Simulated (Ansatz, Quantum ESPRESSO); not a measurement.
Given: the input of a run of Ansatz 0.2.0 on CsPbCl3. 

File input.yaml:

```yaml
crystal:
  lattice:
    - [5.605, 0.0, 0.0]
    - [0.0, 5.605, 0.0]
    - [0.0, 0.0, 5.605]
  atoms:
    - { symbol: Pb, position: [0.5, 0.5, 0.5] }
    - { symbol: Cs, position: [0.0, 0.0, 0.0] }
    - { symbol: Cl, position: [0.5, 0.0, 0.5] }
    - { symbol: Cl, position: [0.0, 0.5, 0.5] }
    - { symbol: Cl, position: [0.5, 0.5, 0.0] }
hamiltonian:
  xc: pbe
  pseudopotentials: { kind: paw }
kpoints:
  mp_grid: { grid: [5, 5, 5] }
scf:
  occupations: { method: fermi_dirac, width: 0.05 }
basis:
  ecutwfc: "600 eV"
output:
  forces: true
  stress: true
  eigenvalues: true
  write_density: true
  write_potential: true
  elf: true
  volumetric_format: npy
```

Potentials or basis: Ansatz PAW.

Launch:

```console
$ ansatz run input.yaml --threads 2 --pin off --max-ram 5120MiB --backend cpu --events-out ev --progress --plain --runs-dir out
```

Set up the same calculation for Quantum ESPRESSO 7.5 (ASE script). Potentials or basis there: SSSP 1.3 efficiency PBE, cutoff 748 eV.

As run (cutoffs and basis follow the program's own potentials, and thresholds, step limits or extra output files can differ):

run.py

```python
import numpy as np
from ase.calculators.espresso import Espresso, EspressoProfile
from ase.io import read

atoms = read('CsPbCl3.cif')

input_data = {
    'control': {'calculation': 'scf', 'prefix': 'pwscf', 'outdir': './tmp', 'tprnfor': True, 'tstress': True, 'disk_io': 'nowf'},
    'system': {'ecutwfc': 55.0, 'ecutrho': 440.0, 'nbnd': 31, 'occupations': 'smearing', 'smearing': 'fd', 'degauss': 0.00367493},
    'electrons': {'conv_thr': 1e-09, 'electron_maxstep': 120, 'mixing_beta': 0.5},
}
pseudopotentials = {'Cl': 'cl_pbe_v1.4.uspp.F.UPF', 'Pb': 'Pb.pbe-dn-kjpaw_psl.0.2.2.UPF', 'Cs': 'Cs_pbe_v1.uspp.F.UPF'}
profile = EspressoProfile(command='pw.x', pseudo_dir='pseudo')
dft = Espresso(profile=profile, input_data=input_data, pseudopotentials=pseudopotentials, kpts=(5, 5, 5), koffset=(0, 0, 0))
atoms.calc = dft

print(f'energy {atoms.get_potential_energy():.8f} eV')
print('forces (eV/A)')
print(np.round(atoms.get_forces(), 6))
print('stress (eV/A^3, Voigt)')
print(np.round(atoms.get_stress(), 8))
print(f'Fermi level {dft.get_fermi_level():.4f} eV')
```

The input CsPbCl3.cif:

```cif
data_CsPbCl3
_cell_length_a 5.60500000
_cell_length_b 5.60500000
_cell_length_c 5.60500000
_cell_angle_alpha 90.00000000
_cell_angle_beta 90.00000000
_cell_angle_gamma 90.00000000
_space_group_name_H-M_alt 'P1'
_space_group_name_Hall 'P 1'
_space_group_IT_number 1
loop_
_space_group_symop_operation_xyz
'x,y,z'
loop_
_atom_site_label
_atom_site_type_symbol
_atom_site_symmetry_multiplicity
_atom_site_Wyckoff_symbol
_atom_site_fract_x
_atom_site_fract_y
_atom_site_fract_z
_atom_site_occupancy
Pb1 Pb 1 a 0.5000000000 0.5000000000 0.5000000000 1
Cs1 Cs 1 a 0.0000000000 0.0000000000 0.0000000000 1
Cl1 Cl 1 a 0.5000000000 0.0000000000 0.5000000000 1
Cl2 Cl 1 a 0.0000000000 0.5000000000 0.5000000000 1
Cl3 Cl 1 a 0.5000000000 0.5000000000 0.0000000000 1
```

Potentials or basis: SSSP 1.3 efficiency PBE.

Command:

```console
$ OMP_NUM_THREADS=1 python run.py
```

Both were run:

|  | Ansatz | Quantum ESPRESSO |
| --- | --- | --- |
| Pressure | 1.7 GPa | 1.7 GPa |

Ansatz's pressure holds a Pulay term of +0.00 GPa for its cutoff of 600 eV, which the other run lacks.

Pressure is positive in compression.
